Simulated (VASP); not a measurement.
Crystal: Sb.

```
Sb
1.0
     3.12240    0.00000    0.00000
     0.00000    4.34752    0.00000
    -0.03891    0.00000    4.40585
Sb
2
Cartesian
  3.0573 3.2606 3.3433
  0.0262 1.0869 1.0625
```

This isn't the form of Sb at room conditions, which is rhombohedral.

```yaml
Program: VASP 6.6.1
Task: relaxation of cell and atoms
Functional: RPBE
Potentials_or_basis: VASP PAW PBE potentials, release 64 (Sb)
Cutoff: 600 eV
k_mesh: 14 × 10 × 10
Occupations: gaussian, width 0.1 eV
Spin: no spin polarisation
```

At the start: pressure 1.6 GPa; volume 29.90 Å³/atom.

**Question.** Where does the relaxation end?

**Answer.** Over 25 steps the energy falls by 7.4 meV/atom and the volume is 30.73 Å³/atom (+2.8 %); space group Pm-3m (No. 221, to 0.05 Å).

The path:
```
step  energy change (eV)  largest force (eV/Å)  pressure (GPa)  volume (Å³)
   1              0.0000                0.1212            1.63        59.81
   2             -0.0089                0.0546           -0.72        62.48
   3             -0.0107                0.0698           -0.07        61.67
   4             -0.0113                0.0684           -0.04        61.61
   5             -0.0124                0.0591            0.08        61.42
   6             -0.0125                0.0533            0.13        61.34
   7             -0.0127                0.0501            0.13        61.34
   8             -0.0134                0.0402            0.11        61.34
   9             -0.0140                0.0211            0.09        61.34
  10             -0.0141                0.0185            0.09        61.34
  11             -0.0142                0.0186            0.04        61.40
  12             -0.0144                0.0190           -0.09        61.56
  13             -0.0145                0.0186           -0.05        61.51
  14             -0.0146                0.0180            0.00        61.45
  15             -0.0145                0.0170            0.11        61.32
  16             -0.0146                0.0176            0.04        61.41
  17             -0.0146                0.0167            0.01        61.45
  18             -0.0146                0.0154           -0.04        61.50
  19             -0.0146                0.0143           -0.04        61.50
  20             -0.0147                0.0112           -0.03        61.49
  21             -0.0148                0.0064           -0.02        61.48
  22             -0.0148                0.0061           -0.01        61.47
  23             -0.0148                0.0056            0.02        61.43
  24             -0.0148                0.0055            0.03        61.42
  25             -0.0148                0.0045           -0.01        61.46
```

Final structure:
```
Sb
1.0
     3.13320    0.00000    0.01254
     0.00000    4.42891    0.00000
    -0.02116    0.00000    4.42926
Sb
2
Direct
  0.99947 0.75000 0.74961
  0.00053 0.25000 0.25039
```

Caveat: the PAW data sets were made with another functional, which shifts forces and pressure a little.
